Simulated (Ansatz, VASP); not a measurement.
# Two plane-wave programs on HfO2

File INCAR:

```
  ALGO = Normal
  EDIFF = 1E-8
  ENCUT = 520
  GGA = PE
  ISIF = 2
  ISMEAR = -1
  LASPH = T
  LCHARG = F
  LEFG = T
  LREAL = F
  LWAVE = F
  NBANDS = 18
  NELM = 60
  PREC = Accurate
  SIGMA = 0.01
```

KPOINTS

```
k-points
0
Gamma
  9 9 9
```

Contents of POSCAR:

```
HfO2
1.0
    0.0000000000      2.6076597933      2.6076597933
    2.6076597933      0.0000000000      2.6076597933
    2.6076597933      2.6076597933      0.0000000000
Hf O
1 2
Direct
    0.0000000000      0.0000000000      0.0000000000
    0.2500000000      0.2500000000      0.2500000000
    0.7500000000      0.7500000000      0.7500000000
```

Input for Ansatz:

```yaml
crystal:
  lattice:
    - [0.0, 2.6076597933, 2.6076597933]
    - [2.6076597933, 0.0, 2.6076597933]
    - [2.6076597933, 2.6076597933, 0.0]
  atoms:
    - { symbol: Hf, position: [0.0, 0.0, 0.0] }
    - { symbol: O, position: [0.25, 0.25, 0.25] }
    - { symbol: O, position: [0.75, 0.75, 0.75] }
kpoints:
  mp_grid: { grid: [9, 9, 9] }
scf:
  occupations: { method: fermi_dirac, width: 0.01 }
hamiltonian:
  xc: pbe
  pseudopotentials: { kind: paw }
output:
  forces: true
  stress: true
  eigenvalues: true
  efg: { contact_densities: true }
  write_density: true
  write_potential: true
  elf: true
  volumetric_format: npy
```

Change from the starting cell: volume scaled by 1.06, PAW files.

Alike in both runs: task electric field gradients; functional PBE; k mesh 9 × 9 × 9; occupations fermi-dirac, width 0.01 eV; no spin polarisation.

|  | VASP | Ansatz |
| --- | --- | --- |
| version | VASP 6.6.1 | Ansatz 0.2.0 |
| potentials or method | VASP PAW PBE potentials, release 64 (Hf_pv, O) | PAW with Ansatz's default frozen-core files, scalar-relativistic |
| plane-wave cutoff (eV) | 520 | 420 |
| valence electrons in the cell | 22 | 38 |

VASP gave:

- gap on the k mesh at the Fermi level (eV): 3.66
- pressure (GPa): -17.6
- Vzz of the field gradient on the site that differs most (V/Å²): 0.0

Task: What did Ansatz give for the same quantities?

Result: gap on the k mesh at the Fermi level (eV): 3.67; pressure (GPa): -14.6; Vzz of the field gradient on the site that differs most (V/Å²): 0.0.

The functional is the same, so the differences come from potentials, cutoffs and numerics. The two sets of potentials don't hold the same shells in valence. Ansatz warned: «gradients_without_spin_orbit».

Caveats: so large a pressure means that the cell lies far from this level's equilibrium, or that cutoff or potentials fall short (VASP); spin-orbit coupling is left out, which moves the levels of the heavy elements; an odd mesh through Γ misses points on the zone boundary, where band edges often lie.
